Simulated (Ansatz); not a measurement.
# Ti3Si (Fm-3m) in Ansatz: elastic constants with PBEsol

Aim: the elastic constants of Ti3Si with PBEsol.

Everything below comes from runs of Ansatz 0.2.0. Logs are shortened: lines on timing, memory, paths and dates and some standing lists are left out, and cuts for length are marked.

## 1. The structure

It takes space group Fm-3m (No. 225, cubic). The conventional cell has a = 6.289 Å, b = 6.289 Å, c = 6.289 Å, α = 90.00°, β = 90.00°, γ = 90.00°. Ti (site symmetry m-3m) has 8 Ti at 2.72 Å as nearest neighbours. Ti (site symmetry -43m) is surrounded by 4 Ti at 2.72 Å and 4 Si at 2.72 Å. Around Si (site symmetry m-3m) lie 8 Ti at 2.72 Å.

The cell comes from a database or a generator and needn't be the stable form of this composition.

## 2. Elastic constants, PBEsol

File input.yaml:

```yaml
crystal:
  lattice:
    - [0.0, 3.144356, 3.144356]
    - [3.144356, 0.0, 3.144356]
    - [3.144356, 3.144356, 0.0]
  atoms:
    - { symbol: Ti, position: [0.0, 0.0, 0.0] }
    - { symbol: Ti, position: [0.25, 0.25, 0.25] }
    - { symbol: Ti, position: [0.75, 0.75, 0.75] }
    - { symbol: Si, position: [0.5, 0.5, 0.5] }
hamiltonian:
  xc: pbesol
  pseudopotentials: { kind: paw }
kpoints:
  mp_grid: { grid: [6, 6, 6] }
scf:
  occupations: { method: fermi_dirac, width: 0.05 }
output:
  forces: true
  stress: true
elastic:
  mode: relaxed_ion
  stencil: two_point
```

Potentials or basis: Ansatz PAW.

Command:

```bash
ansatz run input.yaml --threads 2 --pin off --max-ram 5632MiB --backend cpu --events-out ev --progress --plain --runs-dir out
```

What it wrote:

```text
Warning: RAYON_NUM_THREADS=2 ignored (pool sized by the plan → 2); use --threads N
Engine: ansatz 0.2.0, x86_64-unknown-linux-gnu
Pseudopotentials: kind: paw
Pseudopotential: Ti, paw, valence charge 12, recommended cutoff 420 eV (normal), Ti.paw.azcp
Pseudopotential: Si, paw, valence charge 4, recommended cutoff 420 eV (normal), Si.paw.azcp
Functional definition: PBEsol
  exchange = pbesol_x
  correlation = pbesol_c
Crystal: 4 atoms, lattice volume = 62.176 Å³
Basis set: ecut = 420 eV, 1243 PW (Γ), exchange–correlation on 60×60×60 points (8 copies of the dense FFT grid, shifted against one another)
Bands: 24, of which v1, the nominal top of the filled ones, is band 20 counted from 1 (19 counted from 0)
Symmetry: 48 space group operations
Space group: Fm-3m (ITA 225), of the structure as read, at distance tolerance 4.0e-5 Å
k-points: 16 of 216
Non-local potential: Ti, projectors of the file, l = 0: 3, l = 1: 2, l = 2: 3, l = 3: 1
Non-local potential: Si, projectors of the file, l = 0: 2, l = 1: 2, l = 2: 2
PAW form: soft (Blöchl's): semilocal exchange-correlation on the pseudo side does not see the compensation charge
PAW frozen core: Ti, regenerated for the run's functional, and the local potential with it (the file was generated under x = pbe(κ = 0.804, μ = 0.2195149727645171), c = pbe(β = 0.06672455060314922))
PAW frozen core: Si, regenerated for the run's functional, and the local potential with it (the file was generated under x = pbe(κ = 0.804, μ = 0.2195149727645171), c = pbe(β = 0.06672455060314922))
PAW one-centre angular grid: Ti, 590 points (default); XC on 64 Gauss nodes
PAW one-centre angular grid: Si, 110 points (default); XC on 64 Gauss nodes
Initial density: superposition of atomic densities (neutral atoms: chi_scale 0, normalization atom), corrected by the library's trained network
Initial wavefunctions: pseudopotential atomic-orbital guess
Functional: x = pbesol(κ = 0.804, μ = 0.12345679012345678), c = pbesol(β = 0.046)
SCF iter   1: F=—  HF=-8044.637081 eV  |F-HF|=—  |Δ(HF+E_count)|=         —  Δρ=8.89e-3  dr2=7.71e-2  ethr=1.77e-3  ⟨swp⟩=4.5  Hψ=1675  notcnv=0
preconditioner: auto → Kerker (q_TF=auto, 2.535 Å⁻¹)  [metal: Δε(μ)=0.058 eV  Ē_g=3.560 eV  σ=0.050 eV  W_gap=0.27  n_scr=14 (ndim 8)  ℏωp=18.8 eV  f_vac=0.000  D(μ)=6.70/eV (n_scr^D=88)]
SCF iter   2: F=—  HF=-8044.628660 eV  |F-HF|=—  |Δ(HF+E_count)|=   8.42e-3  Δρ=2.48e-3  dr2=3.86e-3  ethr=1.93e-4  ⟨swp⟩=2.0  Hψ=559  notcnv=0
SCF iter   3: F=—  HF=-8044.627972 eV  |F-HF|=—  |Δ(HF+E_count)|=   6.87e-4  Δρ=1.06e-3  dr2=7.06e-4  ethr=9.64e-6  ⟨swp⟩=2.6  Hψ=520  notcnv=0
SCF iter   4: F=—  HF=-8044.627817 eV  |F-HF|=—  |Δ(HF+E_count)|=   1.56e-4  Δρ=1.61e-4  dr2=1.81e-5  ethr=1.77e-6  ⟨swp⟩=2.0  Hψ=505  notcnv=0
SCF iter   5: F=—  HF=-8044.627826 eV  |F-HF|=—  |Δ(HF+E_count)|=   8.76e-6  Δρ=3.57e-5  dr2=7.00e-7  ethr=4.53e-8  ⟨swp⟩=2.0  Hψ=522  notcnv=0
SCF iter   6: F=—  HF=-8044.627826 eV  |F-HF|=—  |Δ(HF+E_count)|=   2.47e-8  Δρ=1.31e-5  dr2=9.97e-8  ethr=1.75e-9  ⟨swp⟩=2.1  Hψ=543  notcnv=0
SCF iter   7: F=—  HF=-8044.627826 eV  |F-HF|=—  |Δ(HF+E_count)|=   1.15e-8  Δρ=3.08e-6  dr2=9.24e-9  ethr=2.49e-10  ⟨swp⟩=2.9  Hψ=734  notcnv=0
SCF iter   8: F=—  HF=-8044.627826 eV  |F-HF|=—  |Δ(HF+E_count)|=  8.03e-10  Δρ=4.10e-7  dr2=1.55e-10  ethr=2.31e-11  ⟨swp⟩=2.0  Hψ=456  notcnv=0
SCF iter   9: F=—  HF=-8044.627826 eV  |F-HF|=—  |Δ(HF+E_count)|=  1.82e-11  Δρ=4.32e-8  dr2=1.75e-12  ethr=3.87e-13 (applied; sched 1.00e-12)  ⟨swp⟩=2.0  Hψ=455  notcnv=0
SCF iter  10: F=-8044.627826 eV  HF=-8044.627826 eV  |F-HF|=9.09e-13  |Δ(HF+E_count)|=  9.09e-13  Δρ=5.08e-9  dr2=1.78e-14  ethr=1.00e-12  ⟨swp⟩=4.0  Hψ=1241  notcnv=0
SCF 1 converged in 10 iterations: F = -8044.627826 eV  dr2 = 1.78e-14
Crystal: 4 atoms, lattice volume = 62.052 Å³
Symmetry: 16 space group operations
k-points: 30 of 216
Initial density: handed on by an earlier stage of this run
Initial wavefunctions: those handed on with the density
iter 1 solved again at ethr=5.50e-8 eV; its pass at ethr=3.10e-3 eV (dr2=2.20e-5 eV) is discarded
SCF iter   1: F=—  HF=-8044.631605 eV  |F-HF|=—  |Δ(HF+E_count)|=         —  Δρ=2.00e-4  dr2=2.23e-5  ethr=5.50e-8  ⟨swp⟩=2.0  Hψ=4207  notcnv=0
preconditioner: auto → Kerker (q_TF=auto, 2.536 Å⁻¹)  [metal: Δε(μ)=0.052 eV  Ē_g=3.543 eV  σ=0.050 eV  W_gap=0.26  n_scr=14 (ndim 8)  ℏωp=18.9 eV  f_vac=0.000  D(μ)=7.32/eV (n_scr^D=112)]
SCF iter   2: F=—  HF=-8044.631613 eV  |F-HF|=—  |Δ(HF+E_count)|=   8.15e-6  Δρ=1.01e-4  dr2=5.35e-6  ethr=5.50e-8  ⟨swp⟩=1.9  Hψ=777  notcnv=0
SCF iter   3: F=—  HF=-8044.631610 eV  |F-HF|=—  |Δ(HF+E_count)|=   3.26e-6  Δρ=2.85e-5  dr2=6.36e-7  ethr=1.34e-8  ⟨swp⟩=2.0  Hψ=804  notcnv=0
SCF iter   4: F=—  HF=-8044.631609 eV  |F-HF|=—  |Δ(HF+E_count)|=   5.68e-7  Δρ=6.47e-6  dr2=2.73e-8  ethr=1.59e-9  ⟨swp⟩=2.0  Hψ=892  notcnv=0
SCF iter   5: F=—  HF=-8044.631609 eV  |F-HF|=—  |Δ(HF+E_count)|=   4.20e-9  Δρ=1.88e-6  dr2=1.07e-9  ethr=6.83e-11  ⟨swp⟩=2.0  Hψ=936  notcnv=0
SCF iter   6: F=—  HF=-8044.631609 eV  |F-HF|=—  |Δ(HF+E_count)|=  1.09e-11  Δρ=3.76e-7  dr2=7.76e-11  ethr=2.67e-12  ⟨swp⟩=2.0  Hψ=1263  notcnv=0
[... 98 lines left out ...]
SCF iter  10: F=-8044.627773 eV  HF=-8044.627773 eV  |F-HF|=9.09e-13  |Δ(HF+E_count)|=  1.82e-12  Δρ=1.94e-10  dr2=4.14e-17  ethr=3.28e-16 (applied; sched 1.00e-12)  ⟨swp⟩=2.0  Hψ=1460  notcnv=0
iter 11 did not close the SCF: its close was put off for the readings that it lacked (scf_convergence_deferred on its scf_iter line)
SCF iter  11: F=-8044.627773 eV  HF=-8044.627773 eV  |F-HF|=9.09e-13  |Δ(HF+E_count)|=  9.09e-13  Δρ=4.84e-11  dr2=1.96e-18  ethr=2.50e-16 (applied; sched 1.00e-12)  ⟨swp⟩=1.0  Hψ=1104  notcnv=0
iter 12 did not close the SCF: its close was put off for the readings that it lacked (scf_convergence_deferred on its scf_iter line)
SCF iter  12: F=-8044.627773 eV  HF=-8044.627773 eV  |F-HF|=0.00e0  |Δ(HF+E_count)|=  9.09e-13  Δρ=2.34e-11  dr2=3.94e-19  ethr=2.50e-16 (applied; sched 1.00e-12)  ⟨swp⟩=1.0  Hψ=1104  notcnv=0
iter 13 did not close the SCF: its close was put off for the readings that it lacked (scf_convergence_deferred on its scf_iter line)
SCF iter  13: F=-8044.627773 eV  HF=-8044.627773 eV  |F-HF|=9.09e-13  |Δ(HF+E_count)|=  1.82e-12  Δρ=5.73e-12  dr2=3.27e-20  ethr=2.50e-16 (applied; sched 1.00e-12)  ⟨swp⟩=1.0  Hψ=1104  notcnv=0
SCF iter  14: F=-8044.627773 eV  HF=-8044.627773 eV  |F-HF|=9.09e-13  |Δ(HF+E_count)|=  9.09e-13  Δρ=1.48e-12  dr2=1.47e-21  ethr=1.00e-12  ⟨swp⟩=1.0  Hψ=2392  notcnv=0
SCF 9 converged in 14 iterations: F = -8044.627773 eV  dr2 = 1.47e-21
SCF converged after 10 iterations
Free energy (F): -8044.627826 eV
Harris-Foulkes:  -8044.627826 eV  (|F-HF|=9.09e-13)
Internal energy: -8044.568827 eV  (E = F + TS)
E sigma→0 (E₀):  -8044.598326 eV
Entropy (-TS):   -0.058999 eV (-14.750 meV/atom)
Fermi energy:    13.527540 eV
--- Per-component energies (eV) ---
  E_band       = -422.616936
  E_kinetic    = 863.839644
  E_local      = -2615.530893  (includes V_loc(G=0)·N_el)
  E_nonlocal   = 55.075671
  E_hartree    = 1102.656956
  E_xc         = -347.065149
  E_vxc        = -414.472396  (∫ρ·V_xc dr)
  E_paw        = -3568.189649  (= ΣΔE_a)
  E_vpaw       = -516.843225  (= ΣTr[D̂ρ^β])
  E_aug_tail   = 0.000350  (compensation charges beyond the density's cutoff)
  E_ewald      = -3535.805469
  E_core_change = 0.449714  (= ΣΔE_core)
  E_smearing   = -0.058999  (= −TS)
  E_closure    = -0.000000  (closes the sum)
  Σ components = -8044.627826   (vs F -8044.627826, Δ=0.00e0)
--- Forces (eV/Å), atoms counted from 1 ---
  atom   1  Ti    -0.00000000     0.00000000     0.00000000
  atom   2  Ti     0.00000000     0.00000000     0.00000000
  atom   3  Ti     0.00000000     0.00000000    -0.00000000
  atom   4  Si    -0.00000000     0.00000000    -0.00000000
  max |Σ_I F_I| component: 4.63e-17 eV/Å
--- Stress (GPa, compression-positive) ---
       -4.993997       0.000000       0.000000
        0.000000      -4.993997       0.000000
       -0.000000      -0.000000      -4.993997
  P = ⅓ Tr σ = -4.9940 GPa (-49.940 kbar)
--- Band table (eV; the first three rows and the last of 16) ---
  k-point 0: bands = ["-42.7474", "-42.6615", "-42.2627", "-19.1669", "-19.1669", "-19.1669", "-19.1486", "-19.1486", "-19.1486", "-18.6069", "-18.6069", "-18.6069", "4.1322", "10.7946", "10.7946", "10.7946", "11.5184", "11.5184", "13.4961", "13.4961", "13.4961", "15.6171", "15.8072", "15.8072"]
  k-point 1: bands = ["-42.7381", "-42.6649", "-42.2688", "-19.2293", "-19.2026", "-19.2026", "-19.1212", "-19.1212", "-19.0746", "-18.6226", "-18.5989", "-18.5989", "4.4127", "10.2841", "10.6697", "10.6697", "11.9435", "11.9435", "13.2221", "13.4190", "13.4190", "15.2995", "15.4325", "15.4325"]
  k-point 2: bands = ["-42.7159", "-42.6746", "-42.2816", "-19.2384", "-19.2378", "-19.2378", "-19.1024", "-19.1024", "-19.0630", "-18.6333", "-18.5829", "-18.5829", "5.1017", "9.2828", "10.6160", "10.6160", "12.6862", "12.6862", "12.8493", "13.3192", "13.3192", "14.7617", "14.7781", "14.7781"]
  k-point 15: bands = ["-42.6914", "-42.6827", "-42.2985", "-19.3788", "-19.2976", "-19.2013", "-19.1268", "-18.9996", "-18.9905", "-18.6625", "-18.5781", "-18.5516", "5.8147", "9.3013", "10.2214", "10.8855", "11.8190", "12.6690", "13.0536", "13.4627", "13.7939", "14.3013", "14.3075", "15.2685"]
--- Elastic constants: 2 strain directions × 2 members + reference (group order 48) ---
  dense FFT box of the reference and of every strained cell: 30×30×30
  strains applied: 11, 23; error gains: componentwise 1.00 (the most a stress slope's error grows in a printed constant), spectral 1.73 (1 for all six strains in a standard setting)
  C = ∂σ_k/∂η_j (tension-positive GPa; Voigt order 11 22 33 23 13 12):
       122.274    123.357    123.357      0.000      0.000     -0.000
       123.357    122.274    123.357     -0.000      0.000      0.000
       123.357    123.357    122.274      0.000     -0.000     -0.000
         0.000      0.000      0.000     72.771     -0.000     -0.000
         0.000      0.000     -0.000      0.000     72.771     -0.000
        -0.000      0.000     -0.000      0.000     -0.000     72.771
  reference stress σ⁰ (GPa):      4.994      4.994      4.994     -0.000      0.000     -0.000
  C* (energy form; C + prestress term) asymmetry max|C*_kj − C*_jk| = 5.684e-14 GPa — a small one proves nothing (zero by symmetry where the batch's group is 432, −43m or m−3m); a large one is finite-difference/SCF noise where every solve meets its electron count
  moduli (Voigt/Reuss/Hill, GPa): K = 123.00/123.00/123.00   G = 43.45/-1.37/21.04   E = 59.71   ν = 0.419
  mechanically stable: NO (min eigenvalue of sym C = -1.08 GPa)
  strain η (Voigt 11):  stress-route row diagonal C_11 = 122.27 GPa, energy-path curvature d²(F+E_count+ΔE)/dδ²/Ω₀ = 122.41 GPa
         δ    σ_11 (GPa)             F (eV)   n_scf  n_hpsi   n_pw
    -2.000e-3       4.7477       -8044.6316092       9   14625   1243   relax 0 steps, max|allowed force component| 2.22e-16 eV/Å
     2.000e-3       5.2368       -8044.6238560       6   10414   1243   relax 0 steps, max|allowed force component| 2.22e-16 eV/Å
  strain η (Voigt 23):  stress-route row diagonal C_44 = 72.77 GPa, energy-path curvature d²(F+E_count+ΔE)/dδ²/Ω₀ = 70.26 GPa
         δ    σ_23 (GPa)             F (eV)   n_scf  n_hpsi   n_pw
    -2.000e-3      -0.1455       -8044.6277728      14   24732   1243   relax 2 steps, max|allowed force component| 4.18e-5 eV/Å
     2.000e-3       0.1455       -8044.6277728      14   24751   1243   relax 2 steps, max|allowed force component| 9.34e-10 eV/Å
```

Wall time 28 s (2 threads of Intel Xeon Platinum 8375C at 2.90GHz (Ice Lake), shared host); peak memory 0.44 GiB.

What came out:

```yaml
Free_energy: -8044.6278 eV
Pressure: -5.0 GPa
Band_gap_on_the_k_mesh: none (metal or under the smearing width)
Elastic_constants_C11_C12_C44: 122, 123, 73 GPa
Voigt_bulk_modulus: 123 GPa
```

Elastic tensor in Voigt notation (GPa, in the Cartesian axes of the cell as first typed):
```
122 123 123   0   0   0
123 122 123   0   0   0
123 123 122   0   0   0
  0   0   0  73   0   0
  0   0   0   0  73   0
  0   0   0   0   0  73
```

Caveat: the cell is more than 3 GPa from zero pressure, which shifts response properties; the elastic tensor has a negative eigenvalue, so either the cell is unstable as it stands or the mesh is too thin; the PAW data sets come from PBE, with cores solved anew for the run's functional, which leaves a small shift of forces and pressure.
